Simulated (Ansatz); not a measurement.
A run of Ansatz 0.2.0 is set up as follows.

The input input.yaml:

```yaml
crystal:
  lattice:
    - [3.48, 0.0, 0.0]
    - [-1.74, 3.0137684052, 0.0]
    - [0.0, 0.0, 5.59]
  atoms:
    - { symbol: Pb, position: [0.67832, 0.351853, 0.746395] }
    - { symbol: Pb, position: [0.342519, 0.6872, 0.256244] }
hamiltonian:
  xc: pbesol
  pseudopotentials: { kind: paw }
kpoints:
  mp_grid: { grid: [9, 9, 5] }
scf:
  occupations: { method: fermi_dirac, width: 0.05 }
output:
  forces: true
  stress: true
  eigenvalues: true
```

Potentials or basis: Ansatz PAW.

Command:

```sh
$ ansatz run input.yaml --threads 2 --pin off --max-ram 5632MiB --backend cpu --events-out ev --progress --plain --runs-dir out
```

Question: What does it give for the largest force?

Answer: 0.076 eV/Å.

Question: Predict the band gap on the k mesh.

Answer: None (metal or under the smearing width).

Stress tensor (GPa, compression positive):
```
-0.16  0.01 -0.01
 0.01 -0.15  0.00
-0.01  0.00  3.68
```

Caveat: the PAW data sets come from PBE, with cores solved anew for the run's functional, which leaves a small shift of forces and pressure. Spin-orbit coupling is left out, which matters for the levels of Pb.
